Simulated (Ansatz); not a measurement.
# ZrS2: a line through a two-coordinate scan

One line of a two-coordinate grid on ZrS₂ (P-3m1, No. 164; 3 atoms in the cell): lattice constant c is varied, at lattice constant a (and b) = 3.797 Å.

Program: Ansatz 0.2.0. Level of theory: DFT PBEsol, scalar-relativistic, plane waves, PAW. These are calculated values, not measurements.

16 further runs of the same task are left out: 16 set aside as unsound or not needed.

### Step 1. The system as given

It takes space group P-3m1 (No. 164, trigonal). Conventional cell: a = 3.628 Å, b = 3.628 Å, c = 5.886 Å, α = 90.00°, β = 90.00°, γ = 120.00°. Around Zr (site symmetry -3m) lie 6 S at 2.55 Å. S (site symmetry 3m) has 3 Zr at 2.55 Å as nearest neighbours.

Coordinates:

```
Zr S
1.0
     3.62822    0.00000    0.00000
    -1.81411    3.14213    0.00000
     0.00000    0.00000    5.88612
Zr S
1 2
Direct
  0.00000 0.00000 0.00000
  0.33333 0.66667 0.24681
  0.66667 0.33333 0.75319
```

This cell was relaxed beforehand with the same method: volume 22.37 Å³/atom, gap on the mesh 0.81 eV.

### Step 2. Plan of the line

The energy is mapped over the lattice constants a and c of the conventional cell.

The axes are (1) lattice constant a (and b): 7 values from 3.374 to 3.882 Å; (2) lattice constant c: 7 values from 5.180 to 6.593 Å.

Nothing else is relaxed (fractional coordinates fixed). Energies count from the relaxed crystal. Points are written as (first, second).

### Step 3. The run at (3.797 Å, 5.180 Å)

input.yaml reads:

```yaml
crystal:
  lattice:
    - [3.7975, 0.0, 0.0]
    - [-1.89875, 3.2887314709, 0.0]
    - [0.0, 0.0, 5.1798]
  atoms:
    - { symbol: Zr, position: [0.0, 0.0, 0.0] }
    - { symbol: S, position: [0.3333333333, 0.6666666667, 0.2468067758] }
    - { symbol: S, position: [0.6666666667, 0.3333333333, 0.7531932242] }
basis:
  ecutwfc: 420
kpoints:
  mp_grid: { grid: [9, 9, 6] }
hamiltonian:
  xc: pbesol
  pseudopotentials: { kind: paw, azcp: { folder: soft_1 } }
scf:
  occupations: { method: gaussian, width: 0.05 }
output:
  forces: true
  stress: true
  eigenvalues: true
```

Launch:

```bash
> ansatz run input.yaml --threads 1 --pin off --max-ram 2048MiB --backend cpu --events-out ev --progress --plain --runs-dir out
```

Standard output, shortened:

```text
Warning: <dir> the record states the generating functional pbe (its physics header spells it `PBE`), which answers neither for hamiltonian.xc's functional nor for the pbesol family's — results may be inconsistent (PPs are generated against a specific XC)
[...]
Warning: RAYON_NUM_THREADS=1 ignored (pool sized by the plan → 1); use --threads N
[...]
Pseudopotentials: kind: paw
Pseudopotential: Zr, paw, valence charge 12, recommended cutoff 420 eV (normal), <dir>
Pseudopotential: S, paw, valence charge 6, recommended cutoff 420 eV (normal), <dir>
Functional definition: PBEsol
[...]
Crystal: 3 atoms, lattice volume = 64.690 Å³
Basis set: ecut = 420 eV, 1265 PW (Γ), exchange–correlation on 54×54×72 points (8 copies of the dense FFT grid, shifted against one another)
Bands: 16, of which v1, the nominal top of the filled ones, is band 12 counted from 1 (11 counted from 0)
Symmetry: 12 space group operations
Space group: P-3m1 (ITA 164), of the structure as read, at distance tolerance 4.0e-5 Å
k-points: 62 of 486
[...]
SCF iter   1: F=—  HF=-5903.739112 eV  |F-HF|=—  |Δ(HF+E_count)|=         —  Δρ=4.48e-2  dr2=3.26e0  ethr=3.10e-3  ⟨swp⟩=6.1  Hψ=6130  notcnv=0
[...]
SCF iter   8: F=-5902.914334 eV  HF=-5902.914333 eV  |F-HF|=9.33e-9  |Δ(HF+E_count)|=   5.18e-7  Δρ=6.19e-6  dr2=3.60e-8  ethr=4.17e-10  ⟨swp⟩=7.6  Hψ=5234  notcnv=0
[...]
SCF converged after 8 iterations
Free energy (F): -5902.914334 eV
[...]
E sigma→0 (E₀):  -5902.914334 eV
Fermi energy:    8.674932 eV
[...]
--- Forces (eV/Å), atoms counted from 1 ---
  atom   1  Zr     0.00000000    -0.00000000     0.00000000
  atom   2  S      0.00000000    -0.00000000     0.68627969
  atom   3  S     -0.00000000     0.00000000    -0.68627969
[...]
--- Stress (GPa, compression-positive) ---
       -1.878668      -0.000000      -0.000000
       -0.000000      -1.878668      -0.000000
       -0.000000      -0.000000       8.037269
  P = ⅓ Tr σ = 1.4266 GPa (14.266 kbar)
--- Band table (eV; the first three rows and the last of 62) ---
  k-point 0: bands = ["-41.1550", "-19.2723", "-19.1386", "-19.1386", "-5.2196", "-3.1009", "3.1961", "4.2722", "4.2722", "7.5066", "7.5066", "8.3454", "9.1319", "9.1319", "10.5633", "12.8701"]
[...]
```

Wall time 6.9 s (1 thread of Arm Neoverse N1, shared host); peak memory 0.34 GiB.

That is 87 meV/atom from the zero.

### Step 4. Changed: xc pbe, mixing.algorithm anderson, mixing.beta 0.05, mixing.ndim 8, ecutwfc left out

Edit input.yaml of step 3 so:

```diff
@@ -9,4 +9,2 @@
     - { symbol: S, position: [0.6666666667, 0.3333333333, 0.7531932242] }
-basis:
-  ecutwfc: 420
 kpoints:
@@ -14,3 +12,3 @@
 hamiltonian:
-  xc: pbesol
+  xc: pbe
   pseudopotentials: { kind: paw, azcp: { folder: soft_1 } }
@@ -18,5 +16,6 @@
   occupations: { method: gaussian, width: 0.05 }
+  mixing: { algorithm: anderson, beta: 0.05, ndim: 8 }
 output:
   forces: true
+  eigenvalues: true
   stress: true
-  eigenvalues: true
```

Launch:

```bash
> ansatz run input.yaml --threads 1 --pin off --max-ram 2048MiB --backend cpu --events-out ev --progress --plain --runs-dir out
```

Standard output, shortened:

```text
Warning: RAYON_NUM_THREADS=1 ignored (pool sized by the plan → 1); use --threads N
[...]
Pseudopotentials: kind: paw
Pseudopotential: Zr, paw, valence charge 12, recommended cutoff 420 eV (normal), <dir>
Pseudopotential: S, paw, valence charge 6, recommended cutoff 420 eV (normal), <dir>
Functional definition: PBE
[...]
Crystal: 3 atoms, lattice volume = 64.690 Å³
Basis set: ecut = 420 eV, 1265 PW (Γ), exchange–correlation on 54×54×72 points (8 copies of the dense FFT grid, shifted against one another)
Bands: 16, of which v1, the nominal top of the filled ones, is band 12 counted from 1 (11 counted from 0)
Symmetry: 12 space group operations
Space group: P-3m1 (ITA 164), of the structure as read, at distance tolerance 4.0e-5 Å
k-points: 62 of 486
[...]
SCF iter   1: F=—  HF=-5993.079120 eV  |F-HF|=—  |Δ(HF+E_count)|=         —  Δρ=4.40e-2  dr2=3.00e0  ethr=3.10e-3  ⟨swp⟩=6.1  Hψ=6137  notcnv=0
[...]
SCF converged after 17 iterations
Stability not checked: this state was not tested for a lower state beside it, because the mixer in use, unlike msr1, does not test its closes by its own steps (another_mixer; see scf.mixing.algorithm and scf.lower_state_search)
Free energy (F): -5992.336706 eV
[...]
E sigma→0 (E₀):  -5992.336706 eV
Fermi energy:    8.787663 eV
[...]
--- Forces (eV/Å), atoms counted from 1 ---
  atom   1  Zr    -0.00000000    -0.00000000     0.00000000
  atom   2  S      0.00000000    -0.00000000     0.83471431
  atom   3  S     -0.00000000     0.00000000    -0.83471431
[...]
--- Stress (GPa, compression-positive) ---
        1.869847      -0.000000      -0.000000
       -0.000000       1.869847       0.000000
       -0.000000       0.000000      11.258206
  P = ⅓ Tr σ = 4.9993 GPa (49.993 kbar)
--- Band table (eV; the first three rows and the last of 62) ---
  k-point 0: bands = ["-41.1868", "-19.2700", "-19.1299", "-19.1299", "-5.1302", "-3.0442", "3.3417", "4.3705", "4.3705", "7.5789", "7.5789", "8.4268", "9.2709", "9.2709", "10.7004", "12.9692"]
[...]
```

Wall time 10 s (1 thread of Arm Neoverse N1, shared host); peak memory 0.33 GiB.

| run | ending | energy change | pressure (GPa) | gap (eV) | force (eV/Å) | cycles | time |
| --- | --- | --- | --- | --- | --- | --- | --- |
| step 3 | converged | - | 1.4 | 0.66 | 0.69 | 8 | 6.9 s |
| variant | converged | not comparable | 5.0 | 0.72 | 0.83 | 17 | 10 s |

After a change of functional the difference of the totals has no physical meaning; the pressure goes from 1.4 to 5.0 GPa, the gap on the mesh goes from 0.66 to 0.72 eV and the largest force goes from 0.69 to 0.83 eV/Å. At this fixed cell a higher pressure means that this functional prefers a larger volume than the reference. Cost: 17 SCF cycles against 8, 10 s against 6.9 s.

### Step 5. The run at (3.797 Å, 5.415 Å)

Edit input.yaml of step 3 so:

```diff
@@ -4,3 +4,3 @@
     - [-1.89875, 3.2887314709, 0.0]
-    - [0.0, 0.0, 5.1798]
+    - [0.0, 0.0, 5.4152]
   atoms:
```

Launch:

```bash
> ansatz run input.yaml --threads 1 --pin off --max-ram 2048MiB --backend cpu --events-out ev --progress --plain --runs-dir out
```

Standard output, shortened:

```text
[...]
SCF converged after 8 iterations
Free energy (F): -5903.016779 eV
[...]
E sigma→0 (E₀):  -5903.016779 eV
Fermi energy:    8.006263 eV
[...]
--- Forces (eV/Å), atoms counted from 1 ---
  atom   1  Zr    -0.00000000     0.00000000     0.00000000
  atom   2  S      0.00000000    -0.00000000     0.20894858
  atom   3  S      0.00000000     0.00000000    -0.20894858
[...]
--- Stress (GPa, compression-positive) ---
       -4.982797      -0.000000      -0.000000
       -0.000000      -4.982797       0.000000
       -0.000000       0.000000       3.221684
  P = ⅓ Tr σ = -2.2480 GPa (-22.480 kbar)
--- Band table (eV; the first three rows and the last of 62) ---
  k-point 0: bands = ["-41.8506", "-19.9430", "-19.8100", "-19.8100", "-5.6113", "-3.7849", "2.7551", "3.9396", "3.9396", "6.9134", "6.9134", "7.5931", "8.5454", "8.5454", "9.7808", "12.1011"]
[...]
```

Wall time 7.5 s (1 thread of Arm Neoverse N1, shared host); peak memory 0.34 GiB.

That is 53 meV/atom from the zero.

### Step 6. Grid point (3.797 Å, 5.651 Å)

Edit input.yaml of step 5 so:

```diff
@@ -4,3 +4,3 @@
     - [-1.89875, 3.2887314709, 0.0]
-    - [0.0, 0.0, 5.4152]
+    - [0.0, 0.0, 5.6507]
   atoms:
```

Launch:

```bash
> ansatz run input.yaml --threads 1 --pin off --max-ram 2048MiB --backend cpu --events-out ev --progress --plain --runs-dir out
```

Standard output, shortened:

```text
Warning: <dir> the record states the generating functional pbe (its physics header spells it `PBE`), which answers neither for hamiltonian.xc's functional nor for the pbesol family's — results may be inconsistent (PPs are generated against a specific XC)
[...]
Warning: RAYON_NUM_THREADS=1 ignored (pool sized by the plan → 1); use --threads N
[...]
Pseudopotentials: kind: paw
Pseudopotential: Zr, paw, valence charge 12, recommended cutoff 420 eV (normal), <dir>
Pseudopotential: S, paw, valence charge 6, recommended cutoff 420 eV (normal), <dir>
Functional definition: PBEsol
[...]
Crystal: 3 atoms, lattice volume = 70.571 Å³
Basis set: ecut = 420 eV, 1387 PW (Γ), exchange–correlation on 54×54×80 points (8 copies of the dense FFT grid, shifted against one another)
Bands: 16, of which v1, the nominal top of the filled ones, is band 12 counted from 1 (11 counted from 0)
Symmetry: 12 space group operations
Space group: P-3m1 (ITA 164), of the structure as read, at distance tolerance 4.1e-5 Å
k-points: 62 of 486
[...]
SCF iter   1: F=—  HF=-5903.893563 eV  |F-HF|=—  |Δ(HF+E_count)|=         —  Δρ=4.30e-2  dr2=3.75e0  ethr=3.10e-3  ⟨swp⟩=6.1  Hψ=6063  notcnv=0
[...]
SCF iter   8: F=-5903.035704 eV  HF=-5903.035704 eV  |F-HF|=1.19e-8  |Δ(HF+E_count)|=   4.36e-7  Δρ=4.45e-6  dr2=1.87e-8  ethr=4.17e-10  ⟨swp⟩=7.8  Hψ=5217  notcnv=0
[...]
SCF converged after 8 iterations
Free energy (F): -5903.035704 eV
[...]
E sigma→0 (E₀):  -5903.035704 eV
Fermi energy:    7.309776 eV
[...]
--- Forces (eV/Å), atoms counted from 1 ---
  atom   1  Zr     0.00000000     0.00000000     0.00000000
  atom   2  S      0.00000000    -0.00000000    -0.28784514
  atom   3  S      0.00000000     0.00000000     0.28784514
[...]
--- Stress (GPa, compression-positive) ---
       -7.352717       0.000000      -0.000000
       -0.000000      -7.352717      -0.000000
       -0.000000       0.000000      -1.080450
  P = ⅓ Tr σ = -5.2620 GPa (-52.620 kbar)
--- Band table (eV; the first three rows and the last of 62) ---
  k-point 0: bands = ["-42.4944", "-20.5610", "-20.4330", "-20.4330", "-5.9738", "-4.3990", "2.3544", "3.6454", "3.6454", "6.3847", "6.3847", "6.8916", "8.0110", "8.0110", "9.0402", "11.3690"]
[...]
```

Run time: 7.5 s. Hardware: 1 thread of Arm Neoverse N1, shared host; peak memory 0.34 GiB.

On the map this point reads 47 meV/atom.

### Step 7. Grid point (3.797 Å, 5.886 Å)

Edit input.yaml of step 6 so:

```diff
@@ -4,3 +4,3 @@
     - [-1.89875, 3.2887314709, 0.0]
-    - [0.0, 0.0, 5.6507]
+    - [0.0, 0.0, 5.8861223686]
   atoms:
```

Launch:

```bash
> ansatz run input.yaml --threads 1 --pin off --max-ram 2048MiB --backend cpu --events-out ev --progress --plain --runs-dir out
```

Standard output, shortened:

```text
[...]
SCF converged after 8 iterations
Free energy (F): -5902.979790 eV
[...]
E sigma→0 (E₀):  -5902.979790 eV
Fermi energy:    6.666087 eV
[...]
--- Forces (eV/Å), atoms counted from 1 ---
  atom   1  Zr     0.00000000     0.00000000     0.00000000
  atom   2  S     -0.00000000    -0.00000000    -0.78821308
  atom   3  S      0.00000000     0.00000000     0.78821308
[...]
--- Stress (GPa, compression-positive) ---
       -9.124783       0.000000      -0.000000
        0.000000      -9.124783      -0.000000
       -0.000000      -0.000000      -4.946577
  P = ⅓ Tr σ = -7.7320 GPa (-77.320 kbar)
--- Band table (eV; the first three rows and the last of 62) ---
  k-point 0: bands = ["-43.0919", "-21.1319", "-21.0128", "-21.0128", "-6.3098", "-4.9509", "1.9866", "3.3853", "3.3853", "5.9130", "5.9130", "6.2376", "7.5208", "7.5208", "8.3449", "10.6725"]
[...]
```

Run time: 7.8 s. Hardware: 1 thread of Arm Neoverse N1, shared host; peak memory 0.34 GiB.

On the map this point reads 66 meV/atom.

### Step 8. Point (3.797 Å, 6.122 Å)

Edit input.yaml of step 7 so:

```diff
@@ -4,3 +4,3 @@
     - [-1.89875, 3.2887314709, 0.0]
-    - [0.0, 0.0, 5.8861223686]
+    - [0.0, 0.0, 6.1216]
   atoms:
```

Launch:

```bash
> ansatz run input.yaml --threads 1 --pin off --max-ram 2048MiB --backend cpu --events-out ev --progress --plain --runs-dir out
```

Standard output, shortened:

```text
Warning: <dir> the record states the generating functional pbe (its physics header spells it `PBE`), which answers neither for hamiltonian.xc's functional nor for the pbesol family's — results may be inconsistent (PPs are generated against a specific XC)
[...]
Warning: RAYON_NUM_THREADS=1 ignored (pool sized by the plan → 1); use --threads N
[...]
Pseudopotentials: kind: paw
Pseudopotential: Zr, paw, valence charge 12, recommended cutoff 420 eV (normal), <dir>
Pseudopotential: S, paw, valence charge 6, recommended cutoff 420 eV (normal), <dir>
Functional definition: PBEsol
[...]
Crystal: 3 atoms, lattice volume = 76.452 Å³
Basis set: ecut = 420 eV, 1485 PW (Γ), exchange–correlation on 54×54×90 points (8 copies of the dense FFT grid, shifted against one another)
Bands: 16, of which v1, the nominal top of the filled ones, is band 12 counted from 1 (11 counted from 0)
Symmetry: 12 space group operations
Space group: P-3m1 (ITA 164), of the structure as read, at distance tolerance 4.2e-5 Å
k-points: 62 of 486
[...]
SCF iter   1: F=—  HF=-5903.779610 eV  |F-HF|=—  |Δ(HF+E_count)|=         —  Δρ=4.25e-2  dr2=4.54e0  ethr=3.10e-3  ⟨swp⟩=6.2  Hψ=6042  notcnv=0
[...]
SCF iter   8: F=-5902.856346 eV  HF=-5902.856346 eV  |F-HF|=2.41e-8  |Δ(HF+E_count)|=   7.32e-7  Δρ=4.65e-6  dr2=2.39e-8  ethr=4.17e-10  ⟨swp⟩=7.5  Hψ=5202  notcnv=0
[...]
SCF converged after 8 iterations
Free energy (F): -5902.856346 eV
[...]
E sigma→0 (E₀):  -5902.856346 eV
Fermi energy:    6.072798 eV
[...]
--- Forces (eV/Å), atoms counted from 1 ---
  atom   1  Zr    -0.00000000    -0.00000000     0.00000000
  atom   2  S      0.00000000     0.00000000    -1.28014875
  atom   3  S      0.00000000    -0.00000000     1.28014875
[...]
--- Stress (GPa, compression-positive) ---
      -10.407348       0.000000       0.000000
        0.000000     -10.407348      -0.000000
        0.000000      -0.000000      -8.447086
  P = ⅓ Tr σ = -9.7539 GPa (-97.539 kbar)
--- Band table (eV; the first three rows and the last of 62) ---
  k-point 0: bands = ["-43.6485", "-21.6614", "-21.5547", "-21.5547", "-6.6218", "-5.4486", "1.6453", "3.1546", "3.1546", "5.4908", "5.4908", "5.6276", "7.0678", "7.0678", "7.6947", "10.0103"]
[...]
```

It took 8.6 s on 1 thread of Arm Neoverse N1, shared host; peak memory 0.35 GiB.

On the map this point reads 107 meV/atom.

### Step 9. The run at (3.797 Å, 6.357 Å)

Edit input.yaml of step 8 so:

```diff
@@ -4,3 +4,3 @@
     - [-1.89875, 3.2887314709, 0.0]
-    - [0.0, 0.0, 6.1216]
+    - [0.0, 0.0, 6.357]
   atoms:
```

Launch:

```bash
> ansatz run input.yaml --threads 1 --pin off --max-ram 2048MiB --backend cpu --events-out ev --progress --plain --runs-dir out
```

Standard output, shortened:

```text
Warning: <dir> the record states the generating functional pbe (its physics header spells it `PBE`), which answers neither for hamiltonian.xc's functional nor for the pbesol family's — results may be inconsistent (PPs are generated against a specific XC)
[...]
Warning: RAYON_NUM_THREADS=1 ignored (pool sized by the plan → 1); use --threads N
[...]
Pseudopotentials: kind: paw
Pseudopotential: Zr, paw, valence charge 12, recommended cutoff 420 eV (normal), <dir>
Pseudopotential: S, paw, valence charge 6, recommended cutoff 420 eV (normal), <dir>
Functional definition: PBEsol
[...]
Crystal: 3 atoms, lattice volume = 79.392 Å³
Basis set: ecut = 420 eV, 1557 PW (Γ), exchange–correlation on 54×54×90 points (8 copies of the dense FFT grid, shifted against one another)
Bands: 16, of which v1, the nominal top of the filled ones, is band 12 counted from 1 (11 counted from 0)
Symmetry: 12 space group operations
Space group: P-3m1 (ITA 164), of the structure as read, at distance tolerance 4.3e-5 Å
k-points: 62 of 486
[...]
SCF iter   1: F=—  HF=-5903.643687 eV  |F-HF|=—  |Δ(HF+E_count)|=         —  Δρ=4.29e-2  dr2=5.12e0  ethr=3.10e-3  ⟨swp⟩=6.3  Hψ=5982  notcnv=0
[...]
SCF iter   9: F=-5902.671698 eV  HF=-5902.671698 eV  |F-HF|=5.37e-9  |Δ(HF+E_count)|=   2.16e-7  Δρ=1.75e-6  dr2=3.53e-9  ethr=4.17e-10  ⟨swp⟩=7.0  Hψ=4802  notcnv=0
[...]
SCF converged after 9 iterations
Free energy (F): -5902.671698 eV
[...]
E sigma→0 (E₀):  -5902.671698 eV
Fermi energy:    5.551363 eV
[...]
--- Forces (eV/Å), atoms counted from 1 ---
  atom   1  Zr    -0.00000000     0.00000000     0.00000000
  atom   2  S     -0.00000000    -0.00000000    -1.75383784
  atom   3  S      0.00000000     0.00000000     1.75383784
[...]
--- Stress (GPa, compression-positive) ---
      -11.285460       0.000000      -0.000000
        0.000000     -11.285460       0.000000
       -0.000000       0.000000     -11.628767
  P = ⅓ Tr σ = -11.3999 GPa (-113.999 kbar)
--- Band table (eV; the first three rows and the last of 62) ---
  k-point 0: bands = ["-44.1680", "-22.1541", "-22.0623", "-22.0623", "-6.9119", "-5.8983", "1.3256", "2.9495", "2.9495", "5.0589", "5.1119", "5.1119", "6.6463", "6.6463", "7.0877", "9.3821"]
[...]
```

Run time: 9.3 s. Hardware: 1 thread of Arm Neoverse N1, shared host; peak memory 0.35 GiB.

That is 168 meV/atom from the zero.

### Step 10. The run at (3.797 Å, 6.593 Å)

Edit input.yaml of step 9 so:

```diff
@@ -4,3 +4,3 @@
     - [-1.89875, 3.2887314709, 0.0]
-    - [0.0, 0.0, 6.357]
+    - [0.0, 0.0, 6.5925]
   atoms:
```

Launch:

```bash
> ansatz run input.yaml --threads 1 --pin off --max-ram 2048MiB --backend cpu --events-out ev --progress --plain --runs-dir out
```

Standard output, shortened:

```text
[...]
SCF converged after 9 iterations
Free energy (F): -5902.431207 eV
[...]
E sigma→0 (E₀):  -5902.431207 eV
Fermi energy:    5.136261 eV
[...]
--- Forces (eV/Å), atoms counted from 1 ---
  atom   1  Zr    -0.00000000     0.00000000     0.00000000
  atom   2  S     -0.00000000    -0.00000000    -2.20230263
  atom   3  S      0.00000000     0.00000000     2.20230263
[...]
--- Stress (GPa, compression-positive) ---
      -11.830830       0.000000      -0.000000
       -0.000000     -11.830830       0.000000
       -0.000000       0.000000     -14.526358
  P = ⅓ Tr σ = -12.7293 GPa (-127.293 kbar)
--- Band table (eV; the first three rows and the last of 62) ---
  k-point 0: bands = ["-44.6544", "-22.6140", "-22.5391", "-22.5391", "-7.1823", "-6.3062", "1.0236", "2.7662", "2.7662", "4.5288", "4.7705", "4.7705", "6.2513", "6.2513", "6.5203", "8.7872"]
[...]
```

Wall time 9.5 s (1 thread of Arm Neoverse N1, shared host); peak memory 0.35 GiB.

On the map this point reads 248 meV/atom.

### Step 11. Results

| lattice constant c (Å) | step | energy (meV/atom) | slope (meV/atom per Å) | pressure (GPa) | band gap on the k-mesh (eV) | largest force on an atom (eV/Å) |
| --- | --- | --- | --- | --- | --- | --- |
| 5.180 | 3 | 87 | −209 | 1.4 | 0.66 | 0.69 |
| 5.415 | 5 | 53 | −84 | −2.2 | 0.83 | 0.21 |
| 5.651 | 6 | 47 | 28 | −5.3 | 0.84 | 0.29 |
| 5.886 | 7 | 66 | 129 | −7.7 | 0.86 | 0.79 |
| 6.122 | 8 | 107 | 219 | −9.8 | 0.90 | 1.28 |
| 6.357 | 9 | 168 | 302 | −11.4 | 0.88 | 1.75 |
| 6.593 | 10 | 248 | 377 | −12.7 | 0.73 | 2.20 |

Energies count from the relaxed crystal. Slopes come from the forces (and the stress, where the cell changes), not from differences of energies.

| run | outcome |
| --- | --- |
| step 4, run with xc pbe, mixing.algorithm anderson, mixing.beta 0.05, mixing.ndim 8, ecutwfc left out (against step 3) | converged; the pressure goes from 1.4 to 5.0 GPa; the gap on the mesh goes from 0.66 to 0.72 eV |

What this shows: The lowest point of the line is at 5.651 Å, 47 meV/atom from the zero. A fit to energies and slopes at the lowest point and its two neighbours puts the minimum at 5.5894 Å, with a curvature of about 460 meV/atom per Å². The highest point computed, at 6.593 Å, lies 201 meV/atom above the lowest. This is one cut through a surface in two coordinates; the map's lowest point lies off it. The gap on the mesh closes on part of the grid.

These are semilocal Kohn-Sham gaps, which aren't the measured quantity. Such gaps usually fall short of the measured ones.
